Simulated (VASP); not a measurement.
A run of VASP 6.6.1 is set up as follows.

INCAR

```
PREC = Accurate ; ENCUT = 520
EDIFF = 1E-7 ; ISMEAR = -1
SIGMA = 0.05 ; LREAL = False
LASPH = True ; NELM = 80
ALGO = Normal ; ISIF = 2
LWAVE = False ; LCHARG = True
GGA = PE ; LELF = True
LVHAR = True ; NBANDS = 56
```

KPOINTS

```
Automatic mesh
0
Gamma
  5 8 4
```

The input POSCAR:

```
HfO2
1.0
    5.5563950000      0.0000000000      0.0000000000
    0.0000000000      3.3335970000      0.0000000000
    0.0000000000      0.0000000000      6.5049950000
Hf O
4 8
Direct
    0.7486820000      0.7500000000      0.6078710000
    0.2513180000      0.2500000000      0.3921290000
    0.2486820000      0.7500000000      0.8921290000
    0.7513180000      0.2500000000      0.1078710000
    0.6394990000      0.2500000000      0.4234000000
    0.3605010000      0.7500000000      0.5766000000
    0.1394990000      0.2500000000      0.0766000000
    0.8605010000      0.7500000000      0.9234000000
    0.5207940000      0.2500000000      0.8414530000
    0.4792060000      0.7500000000      0.1585470000
    0.0207940000      0.2500000000      0.6585470000
    0.9792060000      0.7500000000      0.3414530000
```

Potentials or basis: VASP PAW PBE potentials, release 64 (Hf_pv, O).

Launch:

```console
$ cat potpaw_PBE.64/Hf_pv/POTCAR potpaw_PBE.64/O/POTCAR > POTCAR
$ mpirun -np 1 vasp_std > vasp.out
```

Problem. What does it give for the largest force?

Solution. 0.013 eV/Å.

Problem. Predict the band gap on the k mesh.

Solution. 3.40 eV, direct.

Problem. What does it give for the pressure?

Solution. -0.4 GPa.

Forces on the atoms (eV/Å):
```
Hf   0.006  0.000 -0.012
Hf  -0.006  0.000  0.012
Hf   0.006  0.000  0.012
Hf  -0.006  0.000 -0.012
O   -0.001  0.000  0.002
O    0.001  0.000 -0.002
O   -0.001  0.000 -0.002
O    0.001  0.000  0.002
O   -0.002  0.000  0.011
O    0.002  0.000 -0.011
O   -0.002  0.000 -0.011
O    0.002  0.000  0.011
```

Caveat: spin-orbit coupling is left out, which moves the levels of the heavy elements; an odd mesh through Γ misses points on the zone boundary, where band edges often lie.
